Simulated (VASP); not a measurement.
# KI (Cmmm) in VASP: a series of runs, part 2 of 2

VASP 6.6.1. Earlier steps stand in the parts before.

### 4 Single point, PBE+D3(BJ) (sheets of the NaI type stacked, one a cell (Cmmm, No. 65))

Contents of INCAR:

```
PREC     = Accurate       # precision mode
ENCUT    = 520            # plane-wave cutoff, eV
EDIFF    = 1E-6           # SCF threshold, eV
ISMEAR   = 0              # smearing method
SIGMA    = 0.02           # smearing width, eV
LREAL    = False          # projectors in reciprocal space
LASPH    = True           # aspherical terms in the spheres
NELM     = 80             # most SCF steps
ALGO     = Normal         # electronic algorithm
ISIF     = 2              # what is computed and relaxed
LWAVE    = False          # write WAVECAR
LCHARG   = False          # write CHGCAR
GGA      = PE             # functional
IVDW     = 12             # dispersion correction
NBANDS   = 15             # bands
```

Contents of KPOINTS:

```
regular mesh
0
Gamma
  6 6 6
```

Contents of POSCAR:

```
KI
1.0
    2.9939027802     -2.9964268261      0.0000000000
    2.9939027802      2.9964268261      0.0000000000
    0.0000000000      0.0000000000      4.2384759234
K I
1 1
Direct
    0.0000000000      0.0000000000      0.0000000000
    0.5000000000      0.5000000000      0.5000000000
```

Potentials or basis: VASP PAW PBE potentials, release 64 (K_sv, I).

Command:

```sh
cat potpaw_PBE.64/K_sv/POTCAR potpaw_PBE.64/I/POTCAR > POTCAR
mpirun -np 1 vasp_std > vasp.out
```

OUTCAR:

```text
PREC = Accurate
   ENCUT = 520
   EDIFF = 1E-6
   ISMEAR = 0
   LREAL = False
   LASPH = True
   NELM = 80
   ISIF = 2
   GGA = PE
   IVDW = 12
 IVDW          = 12

 ion  position               nearest neighbor table
   1  0.000  0.000  0.000-   2 3.67   2 3.67   2 3.67   2 3.67   2 3.67   2 3.67   2 3.67   2 3.67

   2  0.500  0.500  0.500-   1 3.67   1 3.67   1 3.67   1 3.67   1 3.67   1 3.67   1 3.67   1 3.67

  LATTYP: Found a base centered orthorhombic cell.
 ALAT       =     5.9878055604
 B/A-ratio  =     1.0008430621
 C/A-ratio  =     0.7078512955

  Lattice vectors:

 A1 = (   2.9939027802,  -2.9964268261,   0.0000000000)
 A2 = (   2.9939027802,   2.9964268261,   0.0000000000)
 A3 = (   0.0000000000,   0.0000000000,   4.2384759234)

Analysis of symmetry for initial positions (statically):
=====================================================================
 Subroutine PRICEL returns:
 Original cell was already a primitive cell.

 Routine SETGRP: Setting up the symmetry group for a
 base centered orthorhombic supercell.

 Subroutine GETGRP returns: Found  8 space group operations
 (whereof  8 operations were pure point group operations)
 out of a pool of  8 trial point group operations.

The static configuration has the point symmetry D_2h.

Analysis of symmetry for dynamics (positions and initial velocities):
=====================================================================
 Subroutine PRICEL returns:
 Original cell was already a primitive cell.

 Routine SETGRP: Setting up the symmetry group for a
 base centered orthorhombic supercell.

 Subroutine GETGRP returns: Found  8 space group operations
 (whereof  8 operations were pure point group operations)
 out of a pool of  8 trial point group operations.

The dynamic configuration has the point symmetry D_2h.

 Subroutine INISYM returns: Found  8 space group operations
 (whereof  8 operations are pure point group operations),
 and found     1 'primitive' translations

----------------------------------------------------------------------------------------

                                     Primitive cell

  volume of cell :      76.0468

  direct lattice vectors                    reciprocal lattice vectors
     2.993902780 -2.996426826  0.000000000     0.167006091 -0.166865413  0.000000000
     2.993902780  2.996426826  0.000000000     0.167006091  0.166865413  0.000000000
     0.000000000  0.000000000  4.238475923     0.000000000  0.000000000  0.235933864

  length of vectors
     4.235803062  4.235803062  4.238475923     0.236082825  0.236082825  0.235933864

  position of ions in fractional coordinates (direct lattice)
     0.000000000  0.000000000  0.000000000
     0.500000000  0.500000000  0.500000000

  ion indices of the primitive-cell ions
   primitive index   ion index
                 1           1
                 2           2

----------------------------------------------------------------------------------------

 KPOINTS: regular mesh

Automatic generation of k-mesh.
 Grid dimensions read from file:
 generate k-points for:    6    6    6

 Generating k-lattice:

  Cartesian coordinates                     Fractional coordinates (reciprocal lattice)
     0.027834348 -0.027810902  0.000000000     0.166666667 -0.000000000  0.000000000
     0.027834348  0.027810902  0.000000000    -0.000000000  0.166666667  0.000000000
     0.000000000  0.000000000  0.039322311     0.000000000  0.000000000  0.166666667

  Length of vectors
     0.039347138  0.039347138  0.039322311

  Shift w.r.t. Gamma in fractional coordinates (k-lattice)
     0.000000000  0.000000000  0.000000000

 Subroutine IBZKPT returns following result:
 ===========================================

 Found     52 irreducible k-points:

 Following reciprocal coordinates:
            Coordinates               Weight
  0.000000  0.000000  0.000000      1.000000
  0.166667 -0.000000  0.000000      4.000000
  0.333333 -0.000000  0.000000      4.000000
  0.500000 -0.000000  0.000000      2.000000
  0.166667  0.166667  0.000000      2.000000
  0.333333  0.166667  0.000000      4.000000
[... 16 lines left out ...]
  0.333333  0.333333  0.166667      4.000000
  0.500000  0.333333  0.166667      8.000000
 [... further k-points ...]
   k-points           NKPTS =     52   k-points in BZ     NKDIM =     52   number of bands    NBANDS=     15
   number of dos      NEDOS =    301   number of ions     NIONS =      2
   total plane-waves  NPLWV =  32768
   dimension x,y,z NGX =    32 NGY =   32 NGZ =   32
   dimension x,y,z NGXF=    64 NGYF=   64 NGZF=   64
   ions per type =               1   1
   NGX,Y,Z   is equivalent  to a cutoff of  12.56, 12.56, 12.55 a.u.
   NGXF,Y,Z  is equivalent  to a cutoff of  25.12, 25.12, 25.10 a.u.
 SYSTEM =  unknown system
   PREC   = accura    normal or accurate (medium, high low for compatibility)
   ISTART =      0    job   : 0-new  1-cont  2-samecut
   ICHARG =      2    charge: 1-file 2-atom 10-const
   ISPIN  =      1    spin polarized calculation?
   LNONCOLLINEAR =      F non collinear calculations
   LSORBIT =      F    spin-orbit coupling
   LASPH  =      T    aspherical Exc in radial PAW
   ENCUT  =  520.0 eV  38.22 Ry    6.18 a.u.   7.88  7.88  7.88*2*pi/ulx,y,z
   NELM   =     80;   NELMIN=  2; NELMDL= -5     # of ELM steps
   EDIFF  = 0.1E-05   stopping-criterion for ELM
   LREAL  =      F    real-space projection
[... 7 lines left out ...]
   TEBEG  =    0.0;   TEEND  =   0.0 temperature during run
   PSTRESS=    0.0 pullay stress
   NELECT =      16.0000    total number of electrons
   NUPDOWN=      -1.0000    fix difference up-down
   EMIN   =  10.00;   EMAX   =-10.00  energy-range for DOS
   EFERMI =   0.00;   METHOD = LEGACY
   ISMEAR =     0;   SIGMA  =   0.02  broadening in eV -4-tet -1-fermi 0-gaus
   EFERMI_NEDOS =   21; number of points for ismear=-14 and -15
   IALGO  =     38    algorithm
   IMIX   =      4    mixing-type and parameters
     AMIX     =   0.40;   BMIX     =  1.00
     AMIX_MAG =   1.60;   BMIX_MAG =  1.00
  volume/ion in A,a.u.               =      38.02       256.59
  Fermi-wavevector in a.u.,A,eV,Ry     =   0.973691  1.840009 12.899331  0.948074
  Thomas-Fermi vector in A             =   2.104091
   LORBIT       =      0    0 simple, 1 ext, 2 COOP (PROOUT), +10 PAW based schemes
   GGA     = PE    functional components
   LHFCALC =     F    Hartree Fock is set to
   AEXX    =    0.0000 exact exchange contribution
   IVDW    =    12    specifies the selected vdW correction
   LEPSILON=     F    determine dielectric tensor
   LRPA    =     F    only Hartree local field effects (RPA)
 non-spin polarized calculation
 Gauss-broadening in eV      SIGMA  =   0.02
  energy-cutoff  :      520.00
  volume of cell :       76.05
 maximum number of plane-waves:      2087
   NGX = 15   NGY = 15   NGZ = 15

 number of electron      15.9999997 magnetization

 Free energy of the ion-electron system (eV)
  ---------------------------------------------------
  ext. energy  EPLUGINS =         0.00000000
  ---------------------------------------------------
  free energy    TOTEN  =        -5.40566077 eV

  energy without entropy =       -5.40566077  energy(sigma->0) =       -5.40566077

 E-fermi :   1.2996     XC(G=0):  -7.8671

 val. band max:        1.1403821632   @ k =   0.5000  -0.0000   0.5000
 cond. band min:       4.5695961731   @ k =   0.0000   0.0000   0.0000
 fundamental gap:      3.4292140098
 Fermi energy:         1.2995684970

 k-point     1 :       0.0000    0.0000    0.0000
  band No.  band energies     occupation
      1     -28.2070      2.00000
      2     -11.6610      2.00000
      3     -11.6610      2.00000
      4     -11.6609      2.00000
      5     -10.1249      2.00000
      6       0.7533      2.00000
      7       0.7571      2.00000
      8       0.7586      2.00000
      9       4.5696      0.00000
     10       5.8218      0.00000
     11       5.8246      0.00000
     12       9.5663      0.00000
     13       9.5714      0.00000
     14       9.5732      0.00000
[... 401 lines left out ...]
      2     -11.7720      2.00000
      3     -11.7251      2.00000
      4     -11.6651      2.00000
      5      -9.7110      2.00000
      6      -0.7980      2.00000
      7      -0.3462      2.00000
      8       0.5241      2.00000
      9       5.7987      0.00000
     10       7.4259      0.00000
     11       7.6568      0.00000
     12       8.0500      0.00000
     13       9.6834      0.00000
     14       9.9674      0.00000
     15      10.8124      0.00000

 [... further k-points ...]

------------------------ aborting loop because EDIFF is reached ----------------------------------------

 Edisp (eV)   -0.53778

 E8    (eV) :    -0.2611

  FORCE on cell =-STRESS in cart. coord.  units (eV):
  Direction    XX          YY          ZZ          XY          YZ          ZX
  --------------------------------------------------------------------------------------
  -------------------------------------------------------------------------------------
  Total       0.01266     0.00883     0.00114    -0.00000     0.00000     0.00000
  in kB       0.26663     0.18613     0.02399    -0.00000     0.00000     0.00000
  external pressure =        0.16 kB  Pullay stress =        0.00 kB

 VOLUME and BASIS-vectors are now :
 -----------------------------------------------------------------------------
  energy-cutoff  :      520.00
  volume of cell :       76.05
      direct lattice vectors                 reciprocal lattice vectors
     2.993902780 -2.996426826  0.000000000     0.167006091 -0.166865413  0.000000000
     2.993902780  2.996426826  0.000000000     0.167006091  0.166865413  0.000000000
     0.000000000  0.000000000  4.238475923     0.000000000  0.000000000  0.235933864

 POSITION                                       TOTAL-FORCE (eV/Angst)
 -----------------------------------------------------------------------------------
      0.00000      0.00000      0.00000        -0.000000      0.000000      0.000000
      2.99390      0.00000      2.11924         0.000000      0.000000      0.000000
 -----------------------------------------------------------------------------------
    total drift:                                0.000000      0.000000     -0.000000

  FREE ENERGIE OF THE ION-ELECTRON SYSTEM (eV)
  ---------------------------------------------------
  free  energy   TOTEN  =        -5.9434410240 eV

  energy  without entropy=       -5.9434410240  energy(sigma->0) =       -5.94344102
```

Run time: 20 s. Hardware: 1 thread of AMD EPYC 9R45 (Zen 5), shared host; peak memory 0.19 GiB.

What came out:

- Free energy: -5.9434 eV
- Pressure: 0.0 GPa
- Band gap on the k mesh: 3.43 eV, indirect (least direct gap 3.81 eV)
- Dispersion energy per atom: -0.269 eV

Caveat: spin-orbit coupling is left out, which moves the levels of the heavy elements. A k mesh can miss the band edges.

### 5 Relaxation of cell and atoms, PBE+D3(BJ) (sheets of the NaI type stacked, one a cell (Cmmm, No. 65))

Contents of INCAR:

```
PREC = Accurate
ENCUT = 600
EDIFF = 1E-6
ISMEAR = 0
SIGMA = 0.02
LREAL = False
LASPH = True
NELM = 80
ALGO = Normal
ISIF = 3
LWAVE = False
LCHARG = False
GGA = PE
IVDW = 12
IBRION = 2
NSW = 100
EDIFFG = -0.01
```

Contents of KPOINTS:

```
Automatic mesh
0
Gamma
  6 6 6
```

Contents of POSCAR:

```
KI
1.0
    2.4831594000     -3.7800000000      0.0000000000
    2.4831594000      3.7800000000      0.0000000000
    0.0000000000      0.0000000000      4.9663188000
K I
1 1
Direct
    0.0000000000      0.0000000000      0.0000000000
    0.5000000000      0.5000000000      0.5000000000
```

Command:

```sh
cat potpaw_PBE.64/K_sv/POTCAR potpaw_PBE.64/I/POTCAR > POTCAR
mpirun -np 1 vasp_std > vasp.out
```

Run time: 3.9 min. Hardware: 1 thread of AMD EPYC 9R45 (Zen 5), shared host; peak memory 0.26 GiB.

It converged, with:

```
Free energy                            : -5.9435 eV
Relaxed volume                         : 38.09 Å³/atom
Relaxed cell                           : a = 4.238 Å, b = 4.238 Å, c = 4.242 Å, α = 90.00°, β = 90.00°, γ = 90.39°
Space group after relaxing (to 0.05 Å) : Cmmm (No. 65)
Energy gained by relaxing              : 103.3 meV/atom
Ionic steps                            : 12
Pressure after relaxing                : 0.0 GPa
Band gap on the k mesh                 : 3.42 eV, indirect (least direct gap 3.80 eV)
Dispersion energy per atom             : -0.268 eV
```

The path:
```csv
step,energy change (eV),largest force (eV/Å),pressure (GPa),volume (Å³)
1,0.0000,0.0000,-0.83,93.23
2,-0.0392,0.0000,-0.45,89.98
3,-0.0648,0.0000,0.15,85.95
4,-0.0668,0.0000,0.44,84.30
5,-0.0981,0.0000,0.17,83.84
6,-0.1449,0.0000,-0.36,81.59
7,-0.1868,0.0000,-0.30,78.77
8,-0.2046,0.0000,-0.03,76.37
9,-0.2060,0.0000,0.19,75.21
10,-0.2061,0.0000,0.14,75.46
11,-0.2066,0.0000,-0.05,76.29
12,-0.2066,0.0000,0.00,76.18
```

Final structure:
```
CELL_PARAMETERS angstrom
2.98610 -3.00666 0.00000
2.98610 3.00666 0.00000
0.00000 0.00000 4.24244
ATOMIC_POSITIONS crystal
K 0.00000 0.00000 0.00000
I 0.50000 0.50000 0.50000
```

Levels at points of the mesh, in eV from the valence-band top:
| k point | band 4 | band 5 | band 6 | band 7 | band 8 | band 9 | band 10 | band 11 | band 12 |
| --- | --- | --- | --- | --- | --- | --- | --- | --- | --- |
| (0.00, 0.00, 0.00) | -12.80 | -11.26 | -0.39 | -0.39 | -0.38 | 3.42 | 4.68 | 4.69 | 8.43 |
| (0.50, 0.00, 0.00) | -12.79 | -10.91 | -2.43 | -0.32 | -0.31 | 5.58 | 6.15 | 7.02 | 7.23 |
| (0.50, 0.50, 0.00) | -12.78 | -10.88 | -1.82 | -1.80 | -0.01 | 3.88 | 5.70 | 6.77 | 6.77 |
| (0.00, 0.00, 0.50) | -12.79 | -10.91 | -2.43 | -0.32 | -0.30 | 5.58 | 6.15 | 7.02 | 7.23 |
| (0.50, 0.00, 0.50) | -12.78 | -10.88 | -1.81 | -1.81 | 0.00 | 3.88 | 5.70 | 6.78 | 6.78 |
| (0.50, 0.50, 0.50) | -12.88 | -10.68 | -1.78 | -1.77 | -1.77 | 5.62 | 5.65 | 5.67 | 8.95 |

Caveat: the volume moved by over 15 % at a fixed basis, so the end points are rough; spin-orbit coupling is left out, which moves the levels of the heavy elements.
